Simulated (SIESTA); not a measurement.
## BN: equation of state with PBEsol

**The experiment to reproduce.**

From “Effect of nanostructuration on compressibility of cubic BN”, 2012, arxiv:1208.3664, for a bulk crystal of BN at 300 K: bulk modulus 395 ± 2 GPa.

BN:

```
N B
1.0
     0.00000    1.81300    1.81300
     1.81300    0.00000    1.81300
     1.81300    1.81300    0.00000
N B
1 1
Direct
  0.25000 0.25000 0.25000
  0.00000 0.00000 0.00000
```

The cell is a database's computed one.

```
Program             : SIESTA 5.4.2
Task                : equation of state
Functional          : PBEsol
Potentials or basis : PseudoDojo 0.4 standard (PBEsol files)
Basis               : DZP (energy shift 0.003 Ry)
Grid cutoff         : 800 Ry
Energy shift        : 0.003 Ry
k mesh              : 13 × 13 × 13
Occupations         : fermi-dirac, width 0.05 eV
Spin                : no spin polarisation
```

```json
{
  "Equilibrium volume": "5.92 Å³/atom",
  "Bulk modulus": "391 GPa",
  "Pressure derivative of the bulk modulus": "3.4"
}
```

Energy against volume, from the lowest point:
| volume (Å³/atom) | energy (meV/atom) |
| --- | --- |
| 5.602 | 22.75 |
| 5.721 | 8.52 |
| 5.840 | 1.16 |
| 5.959 | 0.00 |
| 6.078 | 4.51 |
| 6.198 | 14.29 |
| 6.317 | 28.79 |

All runs of the series together: 8.3 min on 1 thread of Arm Neoverse V2, with other jobs on the host.

Measured bulk modulus of BN: 395 GPa (300 K; quoted in “Effect of nanostructuration on compressibility of cubic BN”, 2012, arxiv:1208.3664). This calculation gives 391 GPa (-1.0 %). The fit is for a static lattice scaled at fixed shape and fixed fractional positions.

Caveat: the basis of atomic orbitals isn't converged, which shifts pressures, moduli and gaps.
